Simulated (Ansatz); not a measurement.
# Ta (Im-3m) in Ansatz: further runs

One crystal, Ta, is run at these levels: PBEsol; tasks: single point.

Everything below comes from runs of Ansatz 0.2.0. Logs are shortened: lines on timing, memory, paths and dates and some standing lists are left out, and cuts for length are marked.

### Step 1. The structure

It takes space group Im-3m (No. 229, cubic). Conventional cell: a = 3.303 Å, b = 3.303 Å, c = 3.303 Å, α = 90.00°, β = 90.00°, γ = 90.00°. Around Ta (site symmetry m-3m) lie 8 Ta at 2.86 Å.

### Step 2. Single point, PBEsol, 16.93 Å³/atom (volume scaled by 0.94)

The input, input.yaml:

```yaml
crystal:
  lattice:
    - [-1.6175709496, 1.6175709496, 1.6175709496]
    - [1.6175709496, -1.6175709496, 1.6175709496]
    - [1.6175709496, 1.6175709496, -1.6175709496]
  atoms:
    - { symbol: Ta, position: [0.0, 0.0, 0.0] }
kpoints:
  mp_grid: { grid: [11, 11, 11] }
scf:
  occupations: { method: fermi_dirac, width: 0.05 }
hamiltonian:
  xc: pbesol
  pseudopotentials: { kind: all_electron, lapw: { basis_error: 0.0005 } }
output:
  forces: true
  stress: true
  eigenvalues: true
```

Potentials or basis: all-electron LAPW, scalar-relativistic.

Launch:

```sh
> ansatz run input.yaml --threads 1 --pin off --max-ram 3072MiB --backend cpu --events-out ev --progress --plain --runs-dir out
```

Output:

```text
Warning: RAYON_NUM_THREADS=1 ignored (pool sized by the plan → 1); use --threads N
LAPW: plane waves up to 8.855 Å⁻¹, error target 5.0e-4 eV per atom; small_component_spin mean_spin; Ta in spheres of 1.401 Å, 43 of its electrons in bands, Dirac shells [] (how accurate: hamiltonian.pseudopotentials.lapw.basis_error, Limitations)
Engine: ansatz 0.2.0, x86_64-unknown-linux-gnu
Pseudopotentials: kind: all_electron
Pseudopotential: Ta, LAPW, valence charge 43, lapw/all_electron/scalar/gaussian/Ta, Koelling and Harmon's equation, gaussian nucleus
Functional definition: PBEsol
  exchange = pbesol_x
  correlation = pbesol_c
Crystal: 1 atoms, lattice volume = 16.930 Å³
Basis set: ecut = 298.7607686477693 eV, 201 PW (Γ), exchange–correlation at level 2
Bands: 26, of which v1, the nominal top of the filled ones, is band 22 counted from 1 (21 counted from 0)
Symmetry: 48 space group operations
Space group: Im-3m (ITA 229), of the structure as read, at distance tolerance 2.6e-5 Å
k-points: 56 of 1331
Non-local potential: Ta, projectors of the file, none
Initial density: superposition of atomic densities (chi_scale 0.1, normalization cell)
Initial wavefunctions: plane waves of lowest kinetic energy (no species holds an atomic orbital)
Functional: x = pbesol(κ = 0.804, μ = 0.12345679012345678), c = pbesol(β = 0.046)
iter 1 solved again at ethr=1.58e-4 eV; its pass at ethr=1.00e-1 eV (dr2=6.80e-2 eV) is discarded
SCF iter   1: F=—  HF=-424443.513162 eV  |F-HF|=—  |Δ(HF+E_count)|=         —  Δρ=2.55e-2  dr2=6.84e-2  ethr=1.58e-4  ⟨swp⟩=2.9  Hψ=9078  notcnv=0
preconditioner: auto → none  [insulator: Δε(μ)=0.170 eV  Ē_g=24.780 eV  σ=0.050 eV  W_gap=0.69  n_scr=12 (ndim 8)  ℏωp=45.1 eV  f_vac=0.000  D(μ)=0.56/eV (n_scr^D=0)  ε∞_Penn≈4.3]
iter 2 solved again at ethr=1.38e-5 eV; its pass at ethr=1.58e-4 eV (dr2=5.93e-3 eV) is discarded
SCF iter   2: F=—  HF=-424443.386008 eV  |F-HF|=—  |Δ(HF+E_count)|=   1.27e-1  Δρ=8.15e-3  dr2=5.93e-3  ethr=1.38e-5  ⟨swp⟩=2.0  Hψ=7594  notcnv=0
SCF iter   3: F=—  HF=-424443.371329 eV  |F-HF|=—  |Δ(HF+E_count)|=   1.47e-2  Δρ=4.34e-3  dr2=1.66e-3  ethr=1.38e-5  ⟨swp⟩=2.0  Hψ=4345  notcnv=0
SCF iter   4: F=—  HF=-424443.368786 eV  |F-HF|=—  |Δ(HF+E_count)|=         —  Δρ=1.12e-3  dr2=9.00e-5  ethr=3.86e-6  ⟨swp⟩=2.0  Hψ=4345  notcnv=0
the basis was enlarged: its passes take 774.4 KiB over the memory plan, 1 of 1 planned eigensolver slots
SCF iter   5: F=—  HF=-424443.368798 eV  |F-HF|=—  |Δ(HF+E_count)|=   1.23e-5  Δρ=4.79e-5  dr2=1.62e-7  ethr=2.09e-7  ⟨swp⟩=2.0  Hψ=4345  notcnv=0
SCF iter   6: F=-424443.368798 eV  HF=-424443.368798 eV  |F-HF|=6.98e-10  |Δ(HF+E_count)|=   2.01e-7  Δρ=2.11e-6  dr2=4.16e-10  ethr=3.77e-10  ⟨swp⟩=2.1  Hψ=4349  notcnv=0
SCF 1 converged in 6 iterations: F = -424443.368798 eV  dr2 = 4.16e-10
SCF converged after 6 iterations
Free energy (F): -424443.368798 eV
Harris-Foulkes:  -424443.368798 eV  (|F-HF|=6.98e-10)
Internal energy: -424443.362506 eV  (E = F + TS)
E sigma→0 (E₀):  -424443.365652 eV
Entropy (-TS):   -0.006293 eV (-6.293 meV/atom)
Fermi energy:    26.368195 eV
--- Per-component energies (eV) ---
  E_band       = -3989.619423
  E_kinetic    = 473756.155288
  E_xc         = -8497.656566
  E_electrostatic = -889701.861228  (all electrons and nuclei)
  E_smearing   = -0.006293  (= −TS)
  E_closure    = 0.000000  (closes the sum)
  E_atoms      = -424432.909506  (free atoms, spherical and without spin; not in F)
  Σ components = -424443.368798   (vs F -424443.368798, Δ=0.00e0)
  Basis errors (estimates in eV, not in F): energy 1.3e-4 per atom: plane waves 1.1e-4 (5.9e-5 summed), levels above the bands 5.9e-93, relativity 2.1e-8, radial functions 1.5e-5, core shells 2.6e-8; eigenvalues (radial functions only) 8.8e-7; not estimated: angular momenta, meshes, grids; target (lapw.basis_error) 5.0e-4; muffin-tin radii Ta 1.401 Å
--- Forces (eV/Å), atoms counted from 1 ---
  atom   1  Ta    -0.00000000    -0.00000000     0.00000000
  max |Σ_I F_I| component: 4.68e-31 eV/Å
--- Stress (GPa, compression-positive) ---
        9.252162       0.000000       0.000000
        0.000000       9.252162      -0.000000
        0.000000      -0.000000       9.252162
  P = ⅓ Tr σ = 9.2522 GPa (92.522 kbar)
--- Band table (eV; the first three rows and the last of 56) ---
  k-point 0: bands = ["-367.3924", "-367.3924", "-367.3924", "-189.1771", "-189.1771", "-189.1597", "-189.1597", "-189.1597", "-40.5583", "-6.4011", "-6.4011", "-6.4011", "7.7164", "7.7164", "7.7164", "7.7828", "7.7828", "7.7828", "7.8405", "18.2364", "27.0796", "27.0796", "27.0796", "30.5732", "30.5732", "41.2361"]
  k-point 1: bands = ["-367.3924", "-367.3924", "-367.3924", "-189.1771", "-189.1771", "-189.1597", "-189.1597", "-189.1597", "-40.5463", "-6.5264", "-6.4391", "-6.4020", "7.7184", "7.7208", "7.7212", "7.7784", "7.7812", "7.7814", "7.8345", "18.6302", "26.8251", "26.9945", "27.4724", "30.1869", "30.5744", "41.5862"]
  k-point 2: bands = ["-367.3924", "-367.3924", "-367.3924", "-189.1771", "-189.1771", "-189.1597", "-189.1597", "-189.1597", "-40.5141", "-6.8522", "-6.5399", "-6.4045", "7.7229", "7.7327", "7.7340", "7.7675", "7.7748", "7.7786", "7.8217", "19.6829", "26.2118", "26.5945", "28.6160", "29.8153", "30.6333", "42.1341"]
  k-point 55: bands = ["-367.3924", "-367.3924", "-367.3924", "-189.1771", "-189.1771", "-189.1597", "-189.1597", "-189.1597", "-40.2984", "-7.4005", "-7.3780", "-7.3780", "7.7079", "7.7399", "7.7419", "7.7419", "7.7999", "7.8010", "7.8010", "22.2839", "22.3403", "32.6175", "32.6175", "33.5040", "34.9454", "36.8711"]
```

Wall time 9.7 s (1 thread of Intel Xeon Platinum 8175M at 2.50GHz (Skylake/Cascade Lake), shared host); peak memory 0.33 GiB.

What came out:

```
Free energy            : -424443.3688 eV
Pressure               : 9.3 GPa
Band gap on the k mesh : none (metal or under the smearing width)
```

### Step 3. Single point, PBEsol, 17.29 Å³/atom (volume scaled by 0.96)

input.yaml, as its differences from that of step 2:

```diff
@@ -2,5 +2,5 @@
   lattice:
-    - [-1.6175709496, 1.6175709496, 1.6175709496]
-    - [1.6175709496, -1.6175709496, 1.6175709496]
-    - [1.6175709496, 1.6175709496, -1.6175709496]
+    - [-1.6289626696, 1.6289626696, 1.6289626696]
+    - [1.6289626696, -1.6289626696, 1.6289626696]
+    - [1.6289626696, 1.6289626696, -1.6289626696]
   atoms:
```

Potentials or basis: all-electron LAPW, scalar-relativistic.

Launch:

```sh
> ansatz run input.yaml --threads 1 --pin off --max-ram 3072MiB --backend cpu --events-out ev --progress --plain --runs-dir out
```

Run time: 14 s. Hardware: 1 thread of Intel Xeon Platinum 8175M at 2.50GHz (Skylake/Cascade Lake), shared host; peak memory 0.33 GiB.

Results (log left out):

```yaml
Free_energy: -424443.3838 eV
Pressure: 4.2 GPa
Band_gap_on_the_k_mesh: none (metal or under the smearing width)
```

### Step 4. Single point, PBEsol, 17.65 Å³/atom (volume scaled by 0.98)

input.yaml, as its differences from that of step 3:

```diff
@@ -2,5 +2,5 @@
   lattice:
-    - [-1.6289626696, 1.6289626696, 1.6289626696]
-    - [1.6289626696, -1.6289626696, 1.6289626696]
-    - [1.6289626696, 1.6289626696, -1.6289626696]
+    - [-1.64019725, 1.64019725, 1.64019725]
+    - [1.64019725, -1.64019725, 1.64019725]
+    - [1.64019725, 1.64019725, -1.64019725]
   atoms:
```

Launch:

```sh
> ansatz run input.yaml --threads 1 --pin off --max-ram 3072MiB --backend cpu --events-out ev --progress --plain --runs-dir out
```

Wall time 14 s (1 thread of Intel Xeon Platinum 8175M at 2.50GHz (Skylake/Cascade Lake), shared host); peak memory 0.33 GiB.

The run converged. Its results:

```
Free energy            : -424443.3880 eV
Pressure               : -0.3 GPa
Band gap on the k mesh : none (metal or under the smearing width)
```

### Step 5. Single point, PBEsol, 18.01 Å³/atom

input.yaml, as its differences from that of step 4:

```diff
@@ -2,5 +2,5 @@
   lattice:
-    - [-1.64019725, 1.64019725, 1.64019725]
-    - [1.64019725, -1.64019725, 1.64019725]
-    - [1.64019725, 1.64019725, -1.64019725]
+    - [-1.65128, 1.65128, 1.65128]
+    - [1.65128, -1.65128, 1.65128]
+    - [1.65128, 1.65128, -1.65128]
   atoms:
```

Launch:

```sh
> ansatz run input.yaml --threads 1 --pin off --max-ram 3072MiB --backend cpu --events-out ev --progress --plain --runs-dir out
```

Wall time 13 s (1 thread of Intel Xeon Platinum 8175M at 2.50GHz (Skylake/Cascade Lake), shared host); peak memory 0.33 GiB.

The run converged. Its results:

```
Free energy            : -424443.3826 eV
Pressure               : -4.4 GPa
Band gap on the k mesh : none (metal or under the smearing width)
```

### Step 6. Single point, PBEsol, 18.37 Å³/atom (volume scaled by 1.02)

input.yaml, as its differences from that of step 5:

```diff
@@ -2,5 +2,5 @@
   lattice:
-    - [-1.65128, 1.65128, 1.65128]
-    - [1.65128, -1.65128, 1.65128]
-    - [1.65128, 1.65128, -1.65128]
+    - [-1.6622159478, 1.6622159478, 1.6622159478]
+    - [1.6622159478, -1.6622159478, 1.6622159478]
+    - [1.6622159478, 1.6622159478, -1.6622159478]
   atoms:
```

Potentials or basis: all-electron LAPW, scalar-relativistic.

Launch:

```sh
> ansatz run input.yaml --threads 1 --pin off --max-ram 3072MiB --backend cpu --events-out ev --progress --plain --runs-dir out
```

Run time: 14 s. Hardware: 1 thread of Intel Xeon Platinum 8175M at 2.50GHz (Skylake/Cascade Lake), shared host; peak memory 0.33 GiB.

It converged, with:

```yaml
Free_energy: -424443.3686 eV
Pressure: -8.0 GPa
Band_gap_on_the_k_mesh: none (metal or under the smearing width)
```

### Step 7. Single point, PBEsol, 18.73 Å³/atom (volume scaled by 1.04)

input.yaml, as its differences from that of step 6:

```diff
@@ -2,5 +2,5 @@
   lattice:
-    - [-1.6622159478, 1.6622159478, 1.6622159478]
-    - [1.6622159478, -1.6622159478, 1.6622159478]
-    - [1.6622159478, 1.6622159478, -1.6622159478]
+    - [-1.6730098603, 1.6730098603, 1.6730098603]
+    - [1.6730098603, -1.6730098603, 1.6730098603]
+    - [1.6730098603, 1.6730098603, -1.6730098603]
   atoms:
```

Launch:

```sh
> ansatz run input.yaml --threads 1 --pin off --max-ram 3072MiB --backend cpu --events-out ev --progress --plain --runs-dir out
```

It took 22 s on 1 thread of Intel Xeon Platinum 8175M at 2.50GHz (Skylake/Cascade Lake), shared host; peak memory 0.33 GiB.

Results (log left out):

| Item | Value |
| --- | --- |
| Free energy | -424443.3468 eV |
| Pressure | -11.3 GPa |
| Band gap on the k mesh | none (metal or under the smearing width) |

### Step 8. Single point, PBEsol, 19.09 Å³/atom (volume scaled by 1.06)

input.yaml, as its differences from that of step 7:

```diff
@@ -2,5 +2,5 @@
   lattice:
-    - [-1.6730098603, 1.6730098603, 1.6730098603]
-    - [1.6730098603, -1.6730098603, 1.6730098603]
-    - [1.6730098603, 1.6730098603, -1.6730098603]
+    - [-1.6836662614, 1.6836662614, 1.6836662614]
+    - [1.6836662614, -1.6836662614, 1.6836662614]
+    - [1.6836662614, 1.6836662614, -1.6836662614]
   atoms:
```

Launch:

```sh
> ansatz run input.yaml --threads 1 --pin off --max-ram 3072MiB --backend cpu --events-out ev --progress --plain --runs-dir out
```

Wall time 14 s (1 thread of Intel Xeon Platinum 8175M at 2.50GHz (Skylake/Cascade Lake), shared host); peak memory 0.32 GiB.

The run converged. Its results:

- Free energy: -424443.3181 eV
- Pressure: -14.2 GPa
- Band gap on the k mesh: none (metal or under the smearing width)

### Step 9. The reference run

An earlier run on the cell as given: functional PBEsol; potentials or basis all-electron LAPW, scalar-relativistic; cutoff 262 eV (chosen from the basis error); basis error allowed 0.001 eV/atom; k mesh 11 × 11 × 11; occupations fermi-dirac, width 0.05 eV; no spin polarisation.

- Pressure: -4.4 GPa
- Band gap on the k mesh: none (metal or under the smearing width)
